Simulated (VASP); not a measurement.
A run of VASP 6.6.1 is set up as follows.

File INCAR:

```
  PREC = Accurate
  ENCUT = 680
  EDIFF = 1E-7
  ISMEAR = -1
  SIGMA = 0.05
  LREAL = F
  LASPH = T
  NELM = 100
  ALGO = Normal
  ISIF = 3
  LWAVE = F
  LCHARG = F
  ISPIN = 2
  MAGMOM = 1 0
  LORBIT = 11
  LMAXMIX = 4
  GGA = PE
  IBRION = 2
  NSW = 60
  EDIFFG = -0.01
```

KPOINTS

```
regular mesh
0
Gamma
  11 11 11
```

File POSCAR:

```
NiO
1.0
    0.0000000000      2.0859016414      2.0859016414
    2.0859016414      0.0000000000      2.0859016414
    2.0859016414      2.0859016414      0.0000000000
Ni O
1 1
Direct
    0.0000000000      0.0000000000      0.0000000000
    0.5000000000      0.5000000000      0.5000000000
```

Potentials or basis: VASP PAW PBE potentials, release 64 (Ni_sv_GW, O_GW).

Run with:

```bash
$ cat potpaw_PBE.64/Ni_sv_GW/POTCAR potpaw_PBE.64/O_GW/POTCAR > POTCAR
$ mpirun -np 1 vasp_std > vasp.out
```

Q: Predict the relaxed volume.

A: 9.32 Å³/atom.

Q: What does it give for the relaxed cell?

A: a = 2.976 Å, b = 2.976 Å, c = 2.976 Å, α = 60.00°, β = 60.00°, γ = 60.00°.

Q: Predict the site moments.

A: Ni +1.49; O +0.28 μB.

Final structure:
```xyz
2
Lattice="0.0000 2.1043 2.1043 2.1043 0.0000 2.1043 2.1043 2.1043 0.0000" Properties=species:S:1:pos:R:3 pbc="T T T"
Ni    0.0000    0.0000    0.0000
O     2.1043    2.1043    2.1043
```

Caveat: a cell with one magnetic atom can't hold antiferromagnetic order, which such compounds often take. Zero-point motion and thermal expansion aren't in these numbers.
